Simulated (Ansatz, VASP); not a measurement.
Two plane-wave programs on F

```
F
1.0
     2.82271   -1.64558   -0.01914
     2.82271    1.64558   -0.01914
    -1.62483    0.00000    7.41436
F
4
Cartesian
  4.2358 -0.6244 0.6679
  0.5972 -0.6244 3.0010
  -0.2773 0.6244 6.7971
  3.4855 0.6244 4.2861
```

Alike in both runs: task single point; functional PBE; k mesh 10 × 10 × 4; occupations gaussian, width 0.02 eV; no spin polarisation.

```csv
,VASP,Ansatz
version,VASP 6.6.1,Ansatz 0.2.0
potentials or method,"VASP PAW PBE potentials, release 64 (F)","scalar-relativistic, plane waves, PAW"
plane-wave cutoff (eV),520,420
valence electrons in the cell,28,28
```

|  | VASP | Ansatz | Ansatz less VASP |
| --- | --- | --- | --- |
| gap on the k mesh at the Fermi level (eV) | 3.39 | 3.47 | +0.076 |
| least direct gap on the mesh (eV) | 3.39 | 3.47 | +0.076 |
| pressure (GPa) | 5.2 | 4.7 | -0.50 |
| largest component of the traceless stress (GPa) | 9.10 | 7.31 | -1.792 |
| rms of the force components (eV/Å) | 1.458 | 1.185 | -0.2734 |

Atom by atom the forces differ by 0.273 eV/Å (rms over components).

Caveats: forces of over 1 eV/Å show positions far from the minimum, so gaps and moduli don't describe the material at rest. A k mesh can miss the band edges.
